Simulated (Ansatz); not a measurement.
# Response of Al₂Pt to small distortions

```
Al Pt
1.0
     0.00000    2.95500    2.95500
     2.95500    0.00000    2.95500
     2.95500    2.95500    0.00000
Al Pt
2 1
Direct
  0.25000 0.25000 0.25000
  0.75000 0.75000 0.75000
  0.00000 0.00000 0.00000
```

Atoms are numbered in the order listed.

The geometry is COD entry 9009032, unchecked; take it as a test cell.

No spin–orbit coupling, which matters for the heavy atoms here.

Level of theory: DFT, LDA, all-electron LAPW, scalar-relativistic (Ansatz 0.2.0).

Numerical set-up: a Γ-centred 12×12×12 k mesh, Fermi–Dirac smearing of 0.08 eV, basis error target 1 meV/atom, no spin polarisation.

The unchanged cell is at -3.92 GPa.

In a metal, stresses and small energies carry noise from the k mesh.

x, y and z are the Cartesian axes of the cell as listed; fractional coordinates follow a strain, and an engineering shear is twice the off-diagonal strain component.

One change gave: energy change +1 meV/atom; stress change (xx, yy, zz, yz, xz, xy) 0.04, 0.04, 0.04, 0.88, 0.88, 0.88 GPa, compression positive; change of the force on Al1 (0.073, 0.073, 0.073) eV/Å. Which change was it?
A. equal xy, yz and zx engineering shear strains of -1 %
B. equal xy, yz and zx engineering shear strains of +1 %
C. equal xy, yz and zx engineering shear strains of -2 %
D. equal xy, yz and zx engineering shear strains of +2 %

A. For equal xy, yz and zx engineering shear strains of -2 %: energy change +6 meV/atom; stress change (xx, yy, zz, yz, xz, xy) 0.17, 0.17, 0.17, 1.84, 1.84, 1.84 GPa, compression positive; change of the force on Al2 (-0.152, -0.152, -0.152) eV/Å. For equal xy, yz and zx engineering shear strains of +1 %: energy change +1 meV/atom; stress change (xx, yy, zz, yz, xz, xy) 0.04, 0.04, 0.04, -0.80, -0.80, -0.80 GPa, compression positive; change of the force on Al2 (0.069, 0.069, 0.069) eV/Å. For equal xy, yz and zx engineering shear strains of +2 %: energy change +5 meV/atom; stress change (xx, yy, zz, yz, xz, xy) 0.16, 0.16, 0.16, -1.55, -1.55, -1.55 GPa, compression positive; change of the force on Al1 (-0.133, -0.133, -0.133) eV/Å.
